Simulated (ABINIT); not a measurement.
# SnTe (Pm-3m) in ABINIT: reference runs

How does SnTe come out in PBE? The cell is run as given.

Program: ABINIT 10.8.3 (patched build). These are calculated values, not measurements. Logs are shortened: lines on timing, memory, paths and dates and some standing lists are left out, and cuts for length are marked. The log counts tension as positive stress, the text compression.

### 1 The crystal as given

The structure is cubic, space group Pm-3m (No. 221). Conventional cell: a = 3.905 Å, b = 3.905 Å, c = 3.905 Å, α = 90.00°, β = 90.00°, γ = 90.00°. Te (site symmetry m-3m) has 8 Sn at 3.38 Å as nearest neighbours. Sn (site symmetry m-3m) is surrounded by 8 Te at 3.38 Å.

Measurements of this composition are mostly on another form, of space group No. 225.

### 2 Single point, PBE

Contents of run.abi:

```
# Pseudopotentials
pp_dirpath "./"
pseudos "Te.GGA_PBE-JTH.xml, Sn.GGA_PBE-JTH.xml"

# Structure
acell 7.3788135988 7.3788135988 7.3788135988
rprim
     1.0000000000     0.0000000000     0.0000000000
     0.0000000000     1.0000000000     0.0000000000
     0.0000000000     0.0000000000     1.0000000000
ntypat 2
znucl 52 50
natom 2
typat 1 2
xred
     0.5000000000     0.5000000000     0.5000000000
     0.0000000000     0.0000000000     0.0000000000

# Plane-wave basis
ecut 22.0
pawecutdg 44.0
pawxcdev 0

# k points
kptopt 1
ngkpt 7 7 7
nshiftk 1
shiftk 0.0 0.0 0.0

# Exchange and correlation
ixc 11

# Bands and occupations
nband 14
occopt 3
tsmear 0.00183747

# SCF cycle
nstep 100
tolvrs 1.0e-9

# Output
iomode 3
prtwf 0
prtden 0
prteig 0
prtebands 0
enunit 1
```

Potentials or basis: JTH PAW PBE v2.0.

On the command line:

```console
abinit run.abi > log 2>&1
```

run.abo:

```text
.Version 10.8.3 of ABINIT
 Symmetries : space group Pm -3 m (#221); Bravais cP (primitive cubic)
================================================================================
 Values of the parameters that define the memory need of the present run
     intxc =       0    ionmov =       0      iscf =      17    lmnmax =      18
     lnmax =       6     mgfft =      32  mpssoang =       3    mqgrid =    3001
     natom =       2  nloc_mem =       2    nspden =       1   nspinor =       1
    nsppol =       1      nsym =      48    n1xccc =       1    ntypat =       2
    occopt =       3   xclevel =       2
       mpw =        1999          nfft =       32768          nkpt =          20
 PAW method is used; the additional fine FFT grid is defined by:
   mgfftf=        48    nfftf =    110592
================================================================================
================================================================================

--------------------------------------------------------------------------------
------------- Echo of variables that govern the present computation ------------
--------------------------------------------------------------------------------
 -outvars: echo values of preprocessed input variables --------
            acell      7.3788135988E+00  7.3788135988E+00  7.3788135988E+00 Bohr
              amu      1.27600000E+02  1.18710000E+02
             ecut      2.20000000E+01 Hartree
           enunit           1
              ixc          11
         kptrlatt        7    0    0      0    7    0      0    0    7
          kptrlen      5.16516952E+01
            natom           2
            nband          14
            ngfft          32      32      32
          ngfftdg          48      48      48
             nkpt          20
            nstep         100
             nsym          48
           ntypat           2
           occopt           3
        pawecutdg      4.40000000E+01 Hartree
         pawxcdev           0
           prtden           0
        prtebands           0
           prteig           0
            prtwf           0
          spgroup         221
           tolvrs      1.00000000E-09
           tsmear      1.83747000E-03 Hartree
            typat      1  2
           useylm           1
           xangst      1.9523499987E+00  1.9523499987E+00  1.9523499987E+00
                       0.0000000000E+00  0.0000000000E+00  0.0000000000E+00
            xcart      3.6894067994E+00  3.6894067994E+00  3.6894067994E+00
                       0.0000000000E+00  0.0000000000E+00  0.0000000000E+00
             xred      5.0000000000E-01  5.0000000000E-01  5.0000000000E-01
                       0.0000000000E+00  0.0000000000E+00  0.0000000000E+00
            znucl       52.00000   50.00000

================================================================================

 chkinp: Checking input parameters for consistency.

================================================================================
== DATASET  1 ==================================================================

--- !DatasetInfo
iteration_state: {dtset: 1, }
dimensions: {natom: 2, nkpt: 20, mband: 14, nsppol: 1, nspinor: 1, nspden: 1, mpw: 1999, }
cutoff_energies: {ecut:  22.0, pawecutdg:  44.0, }
electrons: {nelect:   2.00000000E+01, charge:   0.00000000E+00, occopt:   3.00000000E+00, tsmear:   1.83747000E-03, }
meta: {optdriver: 0, ionmov: 0, optcell: 0, iscf: 17, paral_kgb: 0, }
...

 Exchange-correlation functional for the present dataset will be:
  GGA: Perdew-Burke-Ernzerhof functional - ixc=11
  J.P.Perdew, K.Burke, M.Ernzerhof, PRL 77, 3865 (1996)

 Real(R)+Recip(G) space primitive vectors, cartesian coordinates (Bohr,Bohr^-1):
 R(1)=  7.3788136  0.0000000  0.0000000  G(1)=  0.1355231  0.0000000  0.0000000
 R(2)=  0.0000000  7.3788136  0.0000000  G(2)=  0.0000000  0.1355231  0.0000000
 R(3)=  0.0000000  0.0000000  7.3788136  G(3)=  0.0000000  0.0000000  0.1355231
 Unit cell volume ucvol=  4.0175345E+02 bohr^3
 Angles (23,13,12)=  9.00000000E+01  9.00000000E+01  9.00000000E+01 degrees

 Coarse grid specifications (used for wave-functions):

 getcut: wavevector=  0.0000  0.0000  0.0000  ngfft=  32  32  32
         ecut(hartree)=     22.000   => boxcut(ratio)=   2.05394

 Fine grid specifications (used for densities):

 getcut: wavevector=  0.0000  0.0000  0.0000  ngfft=  48  48  48
         ecut(hartree)=     44.000   => boxcut(ratio)=   2.17853

--- Pseudopotential description ------------------------------------------------
- pspini: atom type   1  psp file is ./Te.GGA_PBE-JTH.xml
 Pseudopotential format is: paw10
 basis_size (lnmax)=  4 (lmn_size=  8), orbitals=   0   0   1   1
 Spheres core radius: rc_sph= 2.31107438
 Shapefunction is SIN type: shapef(r)=[sin(pi*r/rshp)/(pi*r/rshp)]**2
 Radius for shape functions =  2.10488624
 Compensation charge density is not taken into account in XC energy/potential

- pspini: atom type   2  psp file is ./Sn.GGA_PBE-JTH.xml
 Pseudopotential format is: paw10
 basis_size (lnmax)=  6 (lmn_size= 18), orbitals=   0   0   1   1   2   2
 Spheres core radius: rc_sph= 2.51086398
 Shapefunction is BESSEL type: shapef(r,l)=aa(1,l)*jl(q(1,l)*r)+aa(2,l)*jl(q(2,l)*r)
 Radius for shape functions =  1.40702157
 Compensation charge density is not taken into account in XC energy/potential

   2.71771569E+03                                ecore*ucvol(ha*bohr**3)
--------------------------------------------------------------------------------

================================================================================

--- !BeginCycle
iteration_state: {dtset: 1, }
solver: {iscf: 17, nstep: 100, nline: 4, wfoptalg: 10, }
tolerances: {tolvrs: 1.00E-09, }
...

     iter   Etot(hartree)      deltaE(h)  residm     nres2
 ETOT  1  -77.970823694235    -7.797E+01 2.043E-01 6.599E-01
 ETOT  2  -78.038945904797    -6.812E-02 3.091E-02 1.043E-01
 ETOT  3  -78.038834953648     1.110E-04 4.139E-03 2.424E-02
 ETOT  4  -78.038845592018    -1.064E-05 4.220E-03 1.159E-03
 ETOT  5  -78.038847072723    -1.481E-06 2.100E-03 4.975E-05
 ETOT  6  -78.038847003889     6.883E-08 6.900E-04 4.602E-06
 ETOT  7  -78.038847028338    -2.445E-08 2.765E-04 4.450E-07
 ETOT  8  -78.038847026335     2.002E-09 1.614E-04 2.065E-08
 ETOT  9  -78.038847026433    -9.749E-11 4.565E-05 2.928E-09
 ETOT 10  -78.038847026424     8.470E-12 4.485E-05 1.261E-10

 At SCF step   10       nres2   =  1.26E-10 < tolvrs=  1.00E-09 =>converged.

 Cartesian components of stress tensor (hartree/bohr^3)
  sigma(1 1)=  3.84563464E-05  sigma(3 2)=  0.00000000E+00
  sigma(2 2)=  3.84563464E-05  sigma(3 1)=  0.00000000E+00
  sigma(3 3)=  3.84563464E-05  sigma(2 1)=  0.00000000E+00

--- !ResultsGS
iteration_state: {dtset: 1, }
comment   : Summary of ground state results
lattice_vectors:
- [  7.3788136,   0.0000000,   0.0000000, ]
- [  0.0000000,   7.3788136,   0.0000000, ]
- [  0.0000000,   0.0000000,   7.3788136, ]
lattice_lengths: [   7.37881,    7.37881,    7.37881, ]
lattice_angles: [ 90.000,  90.000,  90.000, ] # degrees, (23, 13, 12)
lattice_volume:   4.0175345E+02
convergence: {deltae:  8.470E-12, res2:  1.261E-10, residm:  4.485E-05, diffor: null, }
etotal    :  -7.80388470E+01
entropy   :   0.00000000E+00
fermie    :  -4.12361433E-02
cartesian_stress_tensor: # hartree/bohr^3
- [  3.84563464E-05,   0.00000000E+00,   0.00000000E+00, ]
- [  0.00000000E+00,   3.84563464E-05,   0.00000000E+00, ]
- [  0.00000000E+00,   0.00000000E+00,   3.84563464E-05, ]
pressure_GPa:  -1.1314E+00
xred      :
- [  5.0000E-01,   5.0000E-01,   5.0000E-01, Te]
- [  0.0000E+00,   0.0000E+00,   0.0000E+00, Sn]
cartesian_forces: # hartree/bohr
- [ -0.00000000E+00,  -0.00000000E+00,  -0.00000000E+00, ]
- [ -0.00000000E+00,  -0.00000000E+00,  -0.00000000E+00, ]
force_length_stats: {min:   0.00000000E+00, max:   0.00000000E+00, mean:   0.00000000E+00, }
...

 Integrated electronic density in atomic spheres:
 ------------------------------------------------
 Atom  Sphere_radius  Integrated_density
    1        2.31107          3.07016199
    2        2.51086         11.73937909

================================================================================

 ----iterations are completed or convergence reached----

 Mean square residual over all n,k,spin=   27.244E-08; max=  44.846E-06
 reduced coordinates (array xred) for    2 atoms
       0.500000000000      0.500000000000      0.500000000000
       0.000000000000      0.000000000000      0.000000000000
 rms dE/dt=  0.0000E+00; max dE/dt=  0.0000E+00; dE/dt below (all hartree)
    1       0.000000000000      0.000000000000      0.000000000000
    2       0.000000000000      0.000000000000      0.000000000000

 cartesian coordinates (angstrom) at end:
    1      1.95234999866856     1.95234999866856     1.95234999866856
    2      0.00000000000000     0.00000000000000     0.00000000000000

 cartesian forces (hartree/bohr) at end:
    1     -0.00000000000000    -0.00000000000000    -0.00000000000000
    2     -0.00000000000000    -0.00000000000000    -0.00000000000000
 frms,max,avg= 0.0000000E+00 0.0000000E+00   0.000E+00  0.000E+00  0.000E+00 h/b

 cartesian forces (eV/Angstrom) at end:
    1     -0.00000000000000    -0.00000000000000    -0.00000000000000
    2     -0.00000000000000    -0.00000000000000    -0.00000000000000
 frms,max,avg= 0.0000000E+00 0.0000000E+00   0.000E+00  0.000E+00  0.000E+00 e/A
 length scales=  7.378813598800  7.378813598800  7.378813598800 bohr
              =  3.904699997337  3.904699997337  3.904699997337 angstroms
 Fermi (or HOMO) energy (eV) =  -1.12209   Average Vxc (eV)=  -9.88156
 Eigenvalues (   eV  ) for nkpt=  20  k points:
 kpt#   1, nband= 14, wtk=  0.00292, kpt=  0.0000  0.0000  0.0000 (reduced coord)
 -22.66557  -22.66557  -22.62669  -22.62669  -22.62669  -13.41605   -6.39515   -2.80769
  -2.80769   -2.80769    2.53238    2.53238    4.29359    4.29359
 prteigrs : prtvol=0 or 1, do not print more k-points.

--- !EnergyTerms
iteration_state     : {dtset: 1, }
comment             : Components of total free energy in Hartree
kinetic             :  1.40936646549412E+01
hartree             :  2.81628482008494E+01
xc                  : -1.09184747239633E+01
Ewald energy        : -5.37334523759484E+01
psp_core            :  6.76463554486281E+00
local_psp           : -7.67780651923372E+01
PAW spherical_terms :  1.43707035545970E+01
internal            : -7.80381403369984E+01
'-kT*entropy'       : -7.15705819212484E-04
total_energy        : -7.80388560428177E+01
total_energy_eV     : -2.12354545397562E+03
...

--- !EnergyTermsDC
iteration_state     : {dtset: 1, }
comment             : '"Double-counting" decomposition of free energy'
band_energy         : -1.04977559867919E+01
Ewald energy        : -5.37334523759484E+01
psp_core            :  6.76463554486281E+00
xc_dc               : -3.15383273659761E+01
PAW spherical_terms :  1.09667688632485E+01
internal            : -7.80381313206051E+01
'-kT*entropy'       : -7.15705819212484E-04
total_energy_dc     : -7.80388470264244E+01
total_energy_dc_eV  : -2.12354520862706E+03
...

--- !EnergyTermsWithPAWCore
iteration_state     : {dtset: 1, }
comment             : 'Components of total free energy, including PAW core contributions'
Total energy        : -1.29719393014092E+04
Total energy DC     : -1.29719392923928E+04
Total energy (eV)   : -3.52984450690066E+05
Total energy DC (eV): -3.52984450444717E+05
...

 Cartesian components of stress tensor (hartree/bohr^3)
  sigma(1 1)=  3.84563464E-05  sigma(3 2)=  0.00000000E+00
  sigma(2 2)=  3.84563464E-05  sigma(3 1)=  0.00000000E+00
  sigma(3 3)=  3.84563464E-05  sigma(2 1)=  0.00000000E+00

-Cartesian components of stress tensor (GPa)         [Pressure= -1.1314E+00 GPa]
- sigma(1 1)=  1.13142477E+00  sigma(3 2)=  0.00000000E+00
- sigma(2 2)=  1.13142477E+00  sigma(3 1)=  0.00000000E+00
- sigma(3 3)=  1.13142477E+00  sigma(2 1)=  0.00000000E+00

== END DATASET(S) ==============================================================
================================================================================

 -outvars: echo values of variables after computation  --------
            acell      7.3788135988E+00  7.3788135988E+00  7.3788135988E+00 Bohr
           etotal     -7.8038847026E+01
            fcart     -0.0000000000E+00 -0.0000000000E+00 -0.0000000000E+00
                      -0.0000000000E+00 -0.0000000000E+00 -0.0000000000E+00
           strten      3.8456346421E-05  3.8456346422E-05  3.8456346422E-05
                       0.0000000000E+00  0.0000000000E+00  0.0000000000E+00
           xangst      1.9523499987E+00  1.9523499987E+00  1.9523499987E+00
                       0.0000000000E+00  0.0000000000E+00  0.0000000000E+00
             xred      5.0000000000E-01  5.0000000000E-01  5.0000000000E-01
                       0.0000000000E+00  0.0000000000E+00  0.0000000000E+00
 Calculation completed.
```

Run time: 13 s. Hardware: 1 thread of Arm Neoverse V2, shared host; peak memory 0.11 GiB.

What came out:

| Item | Value |
| --- | --- |
| Free energy | -2123.5452 eV |
| Pressure | -1.1 GPa |
| Band gap on the k mesh | none (metal or under the smearing width) |
| Valence electrons inside the program's atomic spheres | Te 3.07; Sn 11.74 |

Levels at points of the mesh, in eV from the Fermi level:
```
           k point  band 8  band 9  band 10  band 11  band 12  band 13
(0.00, 0.00, 0.00)   -1.69   -1.69    -1.69     3.65     3.65     5.42
```
